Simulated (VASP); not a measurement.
# GaSb (F-43m) in VASP: a series of runs

One crystal, GaSb, is run at these levels: PBEsol; tasks: relaxation of cell and atoms.

Program: VASP 6.6.1. These are calculated values, not measurements. Logs are shortened: lines on timing, memory, paths and dates and some standing lists are left out, and cuts for length are marked.

## (1) The crystal as given

It takes space group F-43m (No. 216, cubic). Conventional cell: a = 6.118 Å, b = 6.118 Å, c = 6.118 Å, α = 90.00°, β = 90.00°, γ = 90.00°. Ga (site symmetry -43m) has 4 Sb at 2.65 Å as nearest neighbours. Sb (site symmetry -43m) has 4 Ga at 2.65 Å as nearest neighbours.

## (2) Relaxation of cell and atoms, PBEsol

INCAR reads:

```
SYSTEM = GaSb
ALGO = Normal
EDIFF = 1E-7
EDIFFG = -0.002
ENCUT = 520
GGA = PS
IBRION = 2
ISIF = 3
ISMEAR = 0
KPAR = 4
LASPH = .TRUE.
LCHARG = .FALSE.
LREAL = .FALSE.
LWAVE = .FALSE.
NELM = 80
NSW = 80
PREC = Accurate
SIGMA = 0.02
```

KPOINTS reads:

```
k-points
0
G
  10 10 10
  0 0 0
```

POSCAR reads:

```
GaSb
1.0
    0.0000000000      3.0590000000      3.0590000000
    3.0590000000      0.0000000000      3.0590000000
    3.0590000000      3.0590000000      0.0000000000
Ga Sb
1 1
Direct
    0.0000000000      0.0000000000      0.0000000000
    0.2500000000      0.2500000000      0.2500000000
```

Potentials or basis: VASP PAW PBE potentials, release 64 (Ga_d, Sb).

Launch:

```sh
$ cat potpaw_PBE.64/Ga_d/POTCAR potpaw_PBE.64/Sb/POTCAR > POTCAR
$ mpirun -np 4 vasp_std > vasp.out
```

OUTCAR:

```text
SYSTEM = GaSb
   EDIFF = 1E-7
   EDIFFG = -0.002
   ENCUT = 520
   GGA = PS
   IBRION = 2
   ISIF = 3
   ISMEAR = 0
   LASPH = .TRUE.
   LREAL = .FALSE.
   NELM = 80
   NSW = 80
   PREC = Accurate

 ion  position               nearest neighbor table
   1  0.000  0.000  0.000-   2 2.65   2 2.65   2 2.65   2 2.65
   2  0.250  0.250  0.250-   1 2.65   1 2.65   1 2.65   1 2.65

  LATTYP: Found a face centered cubic cell.
 ALAT       =     6.1180000000

  Lattice vectors:

 A1 = (   0.0000000000,   3.0590000000,   3.0590000000)
 A2 = (   3.0590000000,   0.0000000000,   3.0590000000)
 A3 = (   3.0590000000,   3.0590000000,   0.0000000000)

Analysis of symmetry for initial positions (statically):
=====================================================================
 Subroutine PRICEL returns:
 Original cell was already a primitive cell.

 Routine SETGRP: Setting up the symmetry group for a
 face centered cubic supercell.

 Subroutine GETGRP returns: Found 24 space group operations
 (whereof 24 operations were pure point group operations)
 out of a pool of 48 trial point group operations.

The static configuration has the point symmetry T_d .

Analysis of symmetry for dynamics (positions and initial velocities):
=====================================================================
 Subroutine PRICEL returns:
 Original cell was already a primitive cell.

 Routine SETGRP: Setting up the symmetry group for a
 face centered cubic supercell.

 Subroutine GETGRP returns: Found 24 space group operations
 (whereof 24 operations were pure point group operations)
 out of a pool of 48 trial point group operations.

The dynamic configuration has the point symmetry T_d .

 Subroutine INISYM returns: Found 24 space group operations
 (whereof 24 operations are pure point group operations),
 and found     1 'primitive' translations

----------------------------------------------------------------------------------------

                                     Primitive cell

  volume of cell :      57.2491

  direct lattice vectors                    reciprocal lattice vectors
     0.000000000  3.059000000  3.059000000    -0.163452109  0.163452109  0.163452109
     3.059000000  0.000000000  3.059000000     0.163452109 -0.163452109  0.163452109
     3.059000000  3.059000000  0.000000000     0.163452109  0.163452109 -0.163452109

  length of vectors
     4.326079287  4.326079287  4.326079287     0.283107357  0.283107357  0.283107357

  position of ions in fractional coordinates (direct lattice)
     0.000000000  0.000000000  0.000000000
     0.250000000  0.250000000  0.250000000

  ion indices of the primitive-cell ions
   primitive index   ion index
                 1           1
                 2           2

----------------------------------------------------------------------------------------

 KPOINTS: k-points

Automatic generation of k-mesh.
 Grid dimensions read from file:
 generate k-points for:   10   10   10

 Generating k-lattice:

  Cartesian coordinates                     Fractional coordinates (reciprocal lattice)
    -0.016345211  0.016345211  0.016345211     0.100000000  0.000000000  0.000000000
     0.016345211 -0.016345211  0.016345211     0.000000000  0.100000000  0.000000000
     0.016345211  0.016345211 -0.016345211     0.000000000  0.000000000  0.100000000

  Length of vectors
     0.028310736  0.028310736  0.028310736

  Shift w.r.t. Gamma in fractional coordinates (k-lattice)
     0.000000000  0.000000000  0.000000000

 Subroutine IBZKPT returns following result:
 ===========================================

 Found     47 irreducible k-points:

 Following reciprocal coordinates:
            Coordinates               Weight
  0.000000  0.000000  0.000000      1.000000
  0.100000  0.000000  0.000000      8.000000
  0.200000  0.000000  0.000000      8.000000
  0.300000  0.000000  0.000000      8.000000
  0.400000  0.000000  0.000000      8.000000
  0.500000  0.000000  0.000000      4.000000
[... 16 lines left out ...]
  0.300000  0.300000  0.000000      6.000000
  0.400000  0.300000  0.000000     24.000000
 [... further k-points ...]
   k-points           NKPTS =     47   k-points in BZ     NKDIM =     47   number of bands    NBANDS=     13
   number of dos      NEDOS =    301   number of ions     NIONS =      2
   total plane-waves  NPLWV =  32768
   dimension x,y,z NGX =    32 NGY =   32 NGZ =   32
   dimension x,y,z NGXF=    64 NGYF=   64 NGZF=   64
   ions per type =               1   1
   NGX,Y,Z   is equivalent  to a cutoff of  12.30, 12.30, 12.30 a.u.
   NGXF,Y,Z  is equivalent  to a cutoff of  24.59, 24.59, 24.59 a.u.
 SYSTEM =  GaSb
   PREC   = accura    normal or accurate (medium, high low for compatibility)
   ISTART =      0    job   : 0-new  1-cont  2-samecut
   ICHARG =      2    charge: 1-file 2-atom 10-const
   ISPIN  =      1    spin polarized calculation?
   LNONCOLLINEAR =      F non collinear calculations
   LSORBIT =      F    spin-orbit coupling
   LASPH  =      T    aspherical Exc in radial PAW
   ENCUT  =  520.0 eV  38.22 Ry    6.18 a.u.   8.04  8.04  8.04*2*pi/ulx,y,z
   NELM   =     80;   NELMIN=  2; NELMDL= -5     # of ELM steps
   EDIFF  = 0.1E-06   stopping-criterion for ELM
   LREAL  =      F    real-space projection
   EDIFFG = -.2E-02   stopping-criterion for IOM
   NSW    =     80    number of steps for IOM
   IBRION =      2    ionic relax: 0-MD 1-quasi-New 2-CG
   NFREE  =      1    steps in history (QN), initial steepest desc. (CG)
   ISIF   =      3    stress and relaxation
   ISYM   =      2    0-nonsym 1-usesym 2-fastsym
   POTIM  = 0.5000    time-step for ionic-motion
   TEBEG  =    0.0;   TEEND  =   0.0 temperature during run
   PSTRESS=    0.0 pullay stress
   NELECT =      18.0000    total number of electrons
   NUPDOWN=      -1.0000    fix difference up-down
   EMIN   =  10.00;   EMAX   =-10.00  energy-range for DOS
   EFERMI =   0.00;   METHOD = LEGACY
   ISMEAR =     0;   SIGMA  =   0.02  broadening in eV -4-tet -1-fermi 0-gaus
   EFERMI_NEDOS =   21; number of points for ismear=-14 and -15
   IALGO  =     38    algorithm
   IMIX   =      4    mixing-type and parameters
     AMIX     =   0.40;   BMIX     =  1.00
     AMIX_MAG =   1.60;   BMIX_MAG =  1.00
  volume/ion in A,a.u.               =      28.62       193.17
  Fermi-wavevector in a.u.,A,eV,Ry     =   1.113208  2.103657 16.860766  1.239231
  Thomas-Fermi vector in A             =   2.249790
   LORBIT       =      0    0 simple, 1 ext, 2 COOP (PROOUT), +10 PAW based schemes
   GGA     = PS    functional components
   LHFCALC =     F    Hartree Fock is set to
   AEXX    =    0.0000 exact exchange contribution
   IVDW    =     0    specifies the selected vdW correction
   LEPSILON=     F    determine dielectric tensor
   LRPA    =     F    only Hartree local field effects (RPA)
 conjugate gradient relaxation of ions
 non-spin polarized calculation
 Gauss-broadening in eV      SIGMA  =   0.02
  energy-cutoff  :      520.00
  volume of cell :       57.25
 maximum number of plane-waves:      1572
   NGX = 17   NGY = 17   NGZ = 17

--------------------------------------- Ionic step        1  -------------------------------------------

 number of electron      17.9999986 magnetization

 Free energy of the ion-electron system (eV)
  ---------------------------------------------------
  ext. energy  EPLUGINS =         0.00000000
  ---------------------------------------------------
  free energy    TOTEN  =        -8.15340591 eV

  energy without entropy =       -8.15337107  energy(sigma->0) =       -8.15338849

------------------------ aborting loop because EDIFF is reached ----------------------------------------

  FORCE on cell =-STRESS in cart. coord.  units (eV):
  Direction    XX          YY          ZZ          XY          YZ          ZX
  --------------------------------------------------------------------------------------
  -------------------------------------------------------------------------------------
  Total       -0.0230145     -0.0230145     -0.0230145     -0.0000000     -0.0000000      0.0000000
  in kB       -0.6440861     -0.6440861     -0.6440861     -0.0000000     -0.0000000      0.0000000
  external PRESSURE =      -0.6440861 kB  Pullay stress =       0.0000000 kB
[... 57 lines left out ...]
  energy  without entropy=       -8.1533866788  energy(sigma->0) =       -8.15340459

--------------------------------------- Ionic step        3  -------------------------------------------

 number of electron      17.9999986 magnetization

 Free energy of the ion-electron system (eV)
  ---------------------------------------------------
  ext. energy  EPLUGINS =         0.00000000
  ---------------------------------------------------
  free energy    TOTEN  =        -8.15342297 eV

  energy without entropy =       -8.15338703  energy(sigma->0) =       -8.15340500

 E-fermi :   4.7542     XC(G=0):  -9.2726

 val. band max:        4.7451223866   @ k =   0.0000   0.0000   0.0000
 cond. band min:       5.0944794329   @ k =   0.5000   0.0000   0.0000
 fundamental gap:      0.3493570463
 Fermi energy:         4.7541838424

 k-point     1 :       0.0000    0.0000    0.0000
  band No.  band energies     occupation
      1     -10.2548      2.00000
      2     -10.2548      2.00000
      3     -10.2548      2.00000
      4     -10.2042      2.00000
      5     -10.2042      2.00000
      6      -6.7687      2.00000
      7       4.7445      1.50730
      8       4.7445      1.50719
      9       4.7445      1.50719
     10       4.7451      1.47831
     11       7.5019      0.00000
     12       7.5019      0.00000
     13       7.5019      0.00000
[... 353 lines left out ...]
 k-point    24 :       0.4000    0.3000    0.0000
  band No.  band energies     occupation
      1     -10.2916      2.00000
      2     -10.2360      2.00000
      3     -10.2354      2.00000
      4     -10.2128      2.00000
      5     -10.2012      2.00000
      6      -5.1533      2.00000
      7      -0.8632      2.00000
      8       2.2259      2.00000
      9       2.5467      2.00000
     10       5.9192      0.00000
     11       6.9687      0.00000
     12      10.8999      0.00000
     13      11.4289      0.00000

 [... further k-points ...]
[... 5 lines left out ...]
  --------------------------------------------------------------------------------------
  -------------------------------------------------------------------------------------
  Total       -0.0032271     -0.0032271     -0.0032271      0.0000000      0.0000000     -0.0000000
  in kB       -0.0904382     -0.0904382     -0.0904382      0.0000000      0.0000000     -0.0000000
  external PRESSURE =      -0.0904382 kB  Pullay stress =       0.0000000 kB
[... 17 lines left out ...]
  FREE ENERGIE OF THE ION-ELECTRON SYSTEM (eV)
  ---------------------------------------------------
  free  energy   TOTEN  =        -8.1534229736 eV

  energy  without entropy=       -8.1533870282  energy(sigma->0) =       -8.15340500

 reached required accuracy - stopping structural energy minimisation
```

It took 17 s on 4 MPI ranks of AMD EPYC 9R14 (Zen 4), shared host; peak memory 0.19 GiB.

What came out:

| Property | Result |
| --- | --- |
| Free energy | -8.1534 eV |
| Relaxed volume | 28.59 Å³/atom |
| Relaxed cell | a = 4.324 Å, b = 4.324 Å, c = 4.324 Å, α = 60.00°, β = 60.00°, γ = 60.00° |
| Space group after relaxing (to 0.05 Å) | F-43m (No. 216) |
| Energy gained by relaxing | 0.0 meV/atom |
| Ionic steps | 3 |
| Pressure after relaxing | 0.0 GPa |
| Band gap on the k mesh | none (metal or under the smearing width) |

Final structure:
```
Ga Sb
1.0
     0.00000    3.05760    3.05760
     3.05760    0.00000    3.05760
     3.05760    3.05760    0.00000
Ga Sb
1 1
Direct
  0.00000 0.00000 0.00000
  0.25000 0.25000 0.25000
```

Caveat: the PAW data sets were made with another functional, which shifts forces and pressure a little; this crystal is a semiconductor, whose small gap the functional closes, so the metal is an error of the method. The run has no spin-orbit coupling, so splittings on Sb are missing.

## (3) Relaxation of cell and atoms, PBEsol

INCAR is that of step 2.

KPOINTS is that of step 2.

POSCAR reads:

```
GaSb                                    
1.0
   -0.0000000000      3.0576015674      3.0576015674
    3.0576015674      0.0000000000      3.0576015674
    3.0576015674      3.0576015674      0.0000000000
  Ga              Sb            
     1     1
Direct
     0.0000000000000000    0.0000000000000000    0.0000000000000000
     0.2500000000000000    0.2500000000000000    0.2500000000000000
```

Potentials or basis: VASP PAW PBE potentials, release 64 (Ga_d, Sb).

Launch:

```sh
$ cat potpaw_PBE.64/Ga_d/POTCAR potpaw_PBE.64/Sb/POTCAR > POTCAR
$ mpirun -np 4 vasp_std > vasp.out
```

Wall time 9.3 s (4 MPI ranks of AMD EPYC 9R14 (Zen 4), shared host); peak memory 0.18 GiB.

Results (log left out):

```yaml
Free_energy: -8.1534 eV
Pressure_after_relaxing: 0.0 GPa
Band_gap_on_the_k_mesh: none (metal or under the smearing width)
```

Final structure:
```
Ga Sb
1.0
     0.00000    3.05760    3.05760
     3.05760    0.00000    3.05760
     3.05760    3.05760    0.00000
Ga Sb
1 1
Direct
  0.00000 0.00000 0.00000
  0.25000 0.25000 0.25000
```

Levels at points of the mesh, in eV from the Fermi level:
| k point | band 6 | band 7 | band 8 | band 9 | band 10 | band 11 | band 12 | band 13 |
| --- | --- | --- | --- | --- | --- | --- | --- | --- |
| (0.00, 0.00, 0.00) | -11.52 | -0.01 | -0.01 | -0.01 | -0.01 | 2.75 | 2.75 | 2.75 |
| (0.50, 0.00, 0.00) | -9.89 | -6.41 | -1.17 | -1.17 | 0.34 | 3.71 | 3.71 | 6.31 |
| (0.50, 0.50, 0.00) | -9.06 | -6.85 | -2.60 | -2.60 | 0.83 | 1.15 | 8.67 | 8.67 |

Caveat: the relaxation stopped at its first step, so nothing moved; the PAW data sets were made with another functional, which shifts forces and pressure a little; this crystal is a semiconductor, whose small gap the functional closes, so the metal is an error of the method. Spin-orbit coupling is left out, which matters for the levels of Sb.
